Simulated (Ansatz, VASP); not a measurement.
**Two plane-wave programs on CdS**

Contents of POSCAR:

```
CdS
1.0
    0.0000000000      2.6772000000      2.6772000000
    2.6772000000      0.0000000000      2.6772000000
    2.6772000000      2.6772000000      0.0000000000
Cd S
1 1
Direct
    0.0000000000      0.0000000000      0.0000000000
    0.7500000000      0.7500000000      0.7500000000
```

Contents of INCAR.step1:

```
SYSTEM = CdS
PREC = Accurate ; ENCUT = 520
ISMEAR = 0 ; SIGMA = 0.05
LREAL = .False. ; LASPH = .True.
NELM = 100 ; NBANDS = 16
GGA = PE ; ALGO = Normal
EDIFF = 1E-4 ; LWAVE = .True.
LCHARG = .False.
```

The input INCAR.step2:

```
SYSTEM = CdS
PREC = Accurate ; ENCUT = 520
EDIFF = 1E-6 ; ISMEAR = 0
SIGMA = 0.05 ; LREAL = .False.
LASPH = .True. ; NELM = 100
ALGO = Normal ; ISIF = 2
LWAVE = .False. ; LCHARG = .True.
METAGGA = R2SCAN ; LMIXTAU = .True.
LELF = .True. ; LVHAR = .True.
NBANDS = 16 ; ISTART = 1
```

File KPOINTS:

```
Automatic mesh
0
Gamma
  8 8 8
  0 0 0
```

Input for Ansatz:

```yaml
crystal:
  lattice:
    - [0.0, 2.6772, 2.6772]
    - [2.6772, 0.0, 2.6772]
    - [2.6772, 2.6772, 0.0]
  atoms:
    - { symbol: Cd, position: [0.0, 0.0, 0.0] }
    - { symbol: S, position: [0.75, 0.75, 0.75] }
basis:
  ecutwfc: 500
kpoints:
  mp_grid: { grid: [8, 8, 8] }
hamiltonian:
  xc: r2scan
scf:
  occupations: { method: gaussian, width: 0.05 }
output:
  forces: true
  stress: true
  eigenvalues: true
```

Change from the starting cell: strain -0.080 along x and y, -0.080 along z, atoms carried along.

Alike in both runs: task single point; functional r2SCAN; k mesh 8 × 8 × 8; occupations gaussian, width 0.05 eV; no spin polarisation.

|  | VASP | Ansatz |
| --- | --- | --- |
| version | VASP 6.6.1 | Ansatz 0.2.0 |
| potentials or method | VASP PAW PBE potentials, release 64 (Cd, S) | scalar-relativistic, plane waves, PAW |
| plane-wave cutoff (eV) | 520 | 500 |
| valence electrons in the cell | 18 | 26 |

Ansatz gave:

| Property | Result |
| --- | --- |
| gap on the k mesh at the Fermi level (eV) | 2.09 |
| least direct gap on the mesh (eV) | 2.09 |
| pressure (GPa) | 31.6 |

Task: Which values does VASP return?

Result: gap on the k mesh at the Fermi level (eV): 2.12; least direct gap on the mesh (eV): 2.12; pressure (GPa): 32.7.

The two sets of potentials don't hold the same shells in valence.

Caveats: so large a pressure means that the cell lies far from this level's equilibrium, or that cutoff or potentials fall short (VASP); the potentials were made for another functional, which shifts forces and pressure (VASP).
